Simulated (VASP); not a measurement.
Runs of VASP 6.6.1 on Te2Mo. The structure is hexagonal, space group P6_3/mmc (No. 194). The conventional cell has a = 3.496 Å, b = 3.496 Å, c = 13.695 Å, α = 90.00°, β = 90.00°, γ = 120.00°. Around Te (site symmetry 3m) lie 3 Mo at 2.72 Å. Mo (site symmetry -6m2) has 6 Te at 2.72 Å as nearest neighbours. 

```csv
task,level,potentials or basis,spin,cell,k mesh,cutoff (eV),monkhorst-Pack mesh,gap on the mesh (eV),pressure (GPa),largest force (eV/Å)
optical spectrum,PBE,"VASP PAW PBE potentials, release 64 (Te, Mo_sv)",off,as given,9 × 9 × 2,520,-,0.67,3.7,0.01
dielectric tensor,PBE,"VASP PAW PBE potentials, release 64 (Te, Mo_sv)",off,as given,12 × 12 × 3,520,no,0.64,-,-
band structure,PBE,"VASP PAW PBE potentials, release 64 (Te, Mo_sv)","SOC, no magnetisation",as given,9 × 9 × 2,520,-,-,3.8,(b)
band structure,LDA,"VASP PAW LDA potentials, release 64 (Te, Mo_sv)",off,as given,9 × 9 × 2,520,-,0.64,(a),0.39
band structure,TB-mBJ,"VASP PAW PBE potentials, release 64 (Te, Mo_sv)",off,as given,9 × 9 × 2,520,-,(c),-,-
band structure,r2SCAN,"VASP PAW PBE potentials, release 64 (Te, Mo_sv)",off,as given,9 × 9 × 2,520,-,0.77,3.2,0.27
relaxation of cell and atoms,PBE+D3(BJ),"VASP PAW PBE potentials, release 64 (Te, Mo_sv)",off,relaxed,9 × 9 × 2,600,-,0.67,0.0,-
band structure,PBE,"VASP PAW PBE potentials, release 64 (Te, Mo_sv)",off,as given,9 × 9 × 2,520,-,0.67,3.7,0.01
```

Alike in all rows: smearing gaussian 0.03 eV.

Problem. Estimate the missing entries.

Solution. (a) -2.3; (b) 0.03; (c) 0.76.

Caveats: spin-orbit coupling is left out, which moves the levels of the heavy elements (some runs); this functional lacks dispersion, which binds the layers, so the pressure and a relaxed spacing across them are unreliable (some runs); an odd mesh through Γ misses points on the zone boundary, where band edges often lie (some runs); the PAW data sets were made with another functional, which shifts forces and pressure a little (some runs); spectra need much finer meshes, so this one isn't converged (some runs); independent-particle spectra lack excitons (some runs); the gap is small at this level, which inflates the dielectric constant (some runs).

A k mesh can miss the band edges, and rows without SOC leave out spin-orbit coupling on Mo, Te.
